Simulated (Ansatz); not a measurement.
Crystal: MoS2.

```xyz
3
Lattice="1.5855 0.9154 6.1150 -1.5855 0.9154 6.1150 0.0000 -1.8308 6.1150" Properties=species:S:1:pos:R:3 pbc="T T T"
Mo    0.0000    0.0000    0.0000
S     0.0000    0.0000    4.5862
S     0.0000    0.0000   13.7587
```

Measurements of this composition are mostly on another form, of space group No. 194.

```yaml
Program: Ansatz 0.2.0
Task: single point
Functional: PBEsol
Potentials_or_basis: Ansatz PAW
Cutoff: "420 eV (not typed: the program's choice for these potentials)"
k_mesh: 10 × 10 × 10
Occupations: fermi-dirac, width 0.05 eV
Spin: no spin polarisation
```

On this cell: pressure 2.9 GPa; largest force 0.759 eV/Å; band gap on the k mesh none (metal or under the smearing width).

The same run follows on a disturbed copy (atoms moved at random, drawn with an rms of 0.05 Å):

```xyz
3
Lattice="1.5855 0.9154 6.1150 -1.5855 0.9154 6.1150 0.0000 -1.8308 6.1150" Properties=species:S:1:pos:R:3 pbc="T T T"
Mo    0.0266   -0.0177    0.0017
S    -0.0128    0.0242    4.5630
S     0.0144   -0.0597   13.7233
```

Q: What changes?

A: The energy (extrapolated to zero smearing) moves by +14.4 meV/atom; pressure 3.8 GPa; largest force 1.354 eV/Å; band gap on the k mesh none (metal or under the smearing width).

Forces in eV/Å, atoms in the order of the input:
```
Mo  -0.212 -0.052 -0.774
S    0.226 -0.367 -0.513
S   -0.014  0.419  1.287
```

Stress tensor (GPa, compression positive):
```
 3.56 -0.40 -1.09
-0.40  0.29  3.52
-1.09  3.52  7.46
```

Caveats: the cell's inner coordinates are idealised or old, which leaves forces on the atoms; the PAW data sets come from PBE, with cores solved anew for the run's functional, which leaves a small shift of forces and pressure.
